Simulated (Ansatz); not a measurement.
**Se, diamond: geometry optimisation**

All numbers below come from DFT, PBE, plane waves (420 eV) with PAW, scalar-relativistic (Ansatz 0.2.0).

k-point mesh 9×9×9, Fermi-Dirac smearing 0.1 eV, no spin polarisation. Cell and atoms relax.

Starting structure:

```xyz
2
Lattice="0.0000 3.0878 3.0878 3.0878 0.0000 3.0878 3.0878 3.0878 0.0000" Properties=species:S:1:pos:R:3 pbc="T T T"
Se    0.7720    0.7720    0.7720
Se    5.4037    5.4037    5.4037
```

Q: The pressure at the start is 3.4 GPa. By how much does the volume change?

A: From 29.44 to 31.77 Å³ per atom, 7.9 %. The final cell has a = 6.334 Å.

Q: How much energy does the relaxation gain?

A: 23.4 meV per atom.
